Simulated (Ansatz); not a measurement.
LiH (CsCl type), relaxed with r2SCAN in the plane-wave code Ansatz. Space group Pm-3m (No. 221), cubic; a = 2.502 Å in the conventional setting, 7.83 Å³ an atom. Around Li lie 8 H at 2.17 Å; around H lie 8 Li at 2.17 Å.

The axes x, y and z are those of this cell:
```
Li H
1.0
     2.50166    0.00000    0.00000
     0.00000    2.50166    0.00000
     0.00000    0.00000    2.50166
Li H
1 1
Direct
  0.00000 0.00000 0.00000
  0.50000 0.50000 0.50000
```

Unstrained: PBE gives an indirect gap of 0.707 eV, from R to X; the least direct gap is 4.216 eV at M. With r2SCAN the valence top lies at R and the conduction bottom at X, 1.124 eV higher; the smallest vertical gap, at M, is 4.918 eV. The HSE06 gap is indirect, 1.407 eV (R to X), below the direct gap of 5.266 eV at M. Meshes: PBE 10×10×10, r2SCAN 10×10×10, HSE06 8×8×8. Strains are changes of length per length. After each strain the atoms were relaxed again with r2SCAN within the symmetry that the strain leaves, so tilts or polar shifts that break it weren't tested; points keep the names that they have in the unstrained zone. Note: simulated data, non-magnetic, for a generated structure that need not be the stable one.

**Question.** Estimate what isotropic +4.89 % on every length does to the gap.

**Answer.** PBE: the gap goes from 0.707 to 0.756 eV (+0.049 eV). r2SCAN: the gap goes from 1.124 to 1.183 eV (+0.059 eV). HSE06: the gap goes from 1.407 to 1.439 eV (+0.032 eV). The r2SCAN energy rises by 16.7 meV an atom.

**Question.** One strain changed the r2SCAN stress by xx +1.29, yy +1.29, zz +1.29, xy -0.62, xz -0.62, yz -0.62 GPa (compression positive) and the gap by +0.125 eV (PBE), +0.120 eV (r2SCAN), +0.139 eV (HSE06). Which kind of strain was it, and roughly how large?

**Answer.** Epitaxial +1.23 % in the plane normal to [111], free normal strain -5.42 %. The pattern of the stress gives the kind; the size needs the stiffness, so it is an estimate.

**Question.** Estimate what epitaxial +4.76 % in the xy plane, free normal strain +2.09 % does to the gap.

**Answer.** PBE: the gap goes from 0.707 to 0.645 eV (-0.062 eV). r2SCAN: the gap goes from 1.124 to 1.065 eV (-0.059 eV). HSE06: the gap goes from 1.407 to 1.330 eV (-0.077 eV). The r2SCAN energy rises by 13.0 meV an atom.

The meshes of the hybrids are coarse, so their gaps aren't converged to the digits shown.
